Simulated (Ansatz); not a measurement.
MoSe2

Method: PBE with spin–orbit coupling; two-component spinors; PAW, 420 eV, 8×8×2 k-mesh, Gaussian smearing of 0.05 eV; code Ansatz. The datasets are Ansatz's generated set soft_2.

```xyz
6
Lattice="3.3148 0.0000 0.0000 -1.6574 2.8707 0.0000 0.0000 0.0000 16.9611" Properties=species:S:1:pos:R:3 pbc="T T T"
Mo    0.0000    1.9138    4.2403
Mo    1.6574    0.9569   12.7208
Se    0.0000    1.9138   11.0509
Se    1.6574    0.9569    2.5703
Se    0.0000    1.9138   14.3908
Se    1.6574    0.9569    5.9103
```

The chain of runs began from a cell as deposited in COD, expanded in volume. Of that entry: the entry's cell lengths or inner coordinates differ somewhat from later room-temperature determinations. The relaxation kept the space group but changed the cell's proportions, one axis by 19 % at equal volume, so the results may not describe the measured structure. The database's entry of this formula in the relaxed cell's space group, P6_3/mmc, has axes of 3.288 × 3.288 × 12.900 Å and 20.13 Å³/atom (1963), the relaxed one 3.315 × 3.315 × 16.961 Å and 26.90.

Magnetic state: non-magnetic, site spin moments none.

The run above is the reference. The same cell was run again with other input settings; several of them aren't fit for production, so the rows show the settings' effect and aren't properties of the material.

```tsv
keys changed	outcome	ΔE (meV/atom)	P (GPa)	gap on the mesh (eV)	cell moment (μB)	largest force component (eV/Å)	SCF iterations	rough core-seconds	new warnings
none (reference)	converged	0.0	0.2	1.62	0.00	0.019	–	–	–
scf.mixing.preconditioner: "ldos"	converged	0.0	0.2	1.62	0.00	0.019	16	400	–
scf.occupations.method: "gaussian" → "cold"; scf.occupations.width: 0.05 → 0.2	converged	0.0	0.2	1.62	0.00	0.019	15	210	–
```

These changes also left energy (to 0.1 meV/atom), pressure, gap, moment and forces as in the reference: scf.convergence.dr2_threshold: 1e-06 | accuracy: "high"; scf.eigensolver.kind: "davidson"; basis.precision: "f64" | basis.ecutrho_ratio: 4 → 8.

ΔE is the energy with the smearing extrapolated to zero. It is left out where the change alters the Hamiltonian or the spin treatment. The varied runs start from atomic densities (corrected by the program's trained start where that serves), with the default search for lower states unless a row changes it.

**Question.** What happens with these changes: basis.xc_grid: 4; basis.ecutwfc: 420 → "18.4 Ry"; hamiltonian.hubbard: {"sites": [{"species": "Mo", "l": "d", "u_eff": 3.0}], "double_counting": "fll"}?

**Answer.** outcome converged, P (GPa) 0.1, gap on the mesh (eV) 1.46, cell moment (μB) 0.00, largest force component (eV/Å) 0.042, SCF iterations 18, rough core-seconds 210, new warnings cutoff below recommended.

**Question.** What happens with these changes: scf.occupations.width: 0.05 → null; scf.occupations.method: "gaussian" → "tetrahedron"; hamiltonian.xc: "pbe" → "lda"?

**Answer.** outcome converged, P (GPa) -4.8, gap on the mesh (eV) 1.60, cell moment (μB) 0.00, largest force component (eV/Å) 0.624, SCF iterations 16, rough core-seconds 240, new warnings band table not solved further; tetrahedron derivatives may miss energy slope.

Changing scf.mixing.preconditioner only steers the path to self-consistency, so the energy stays within 0.5 meV/atom.

1 further run (cut off, refused for memory, with changed atoms or starts, or in doubt) is left out.

At this volume the pressure is 0.23 GPa; it isn't quite the equilibrium of this level of theory.

For this crystal the k-mesh misses a band edge: under PBE+SOC at the relaxed cell a band path gives a gap of 1.36 eV where the mesh alone gives 1.62 eV, so gaps on the mesh are upper bounds.

Of the reference: Kohn–Sham gaps of semilocal functionals lie under measured ones, often by a third or more. The starting moments died out; a magnetic state reached from other starts isn't excluded. The structure is built of weakly bound layers, and this functional has no dispersion term, so their spacing and all that hangs on it (volume, the soft elastic constants, low modes, dielectric constants) are poorly given.
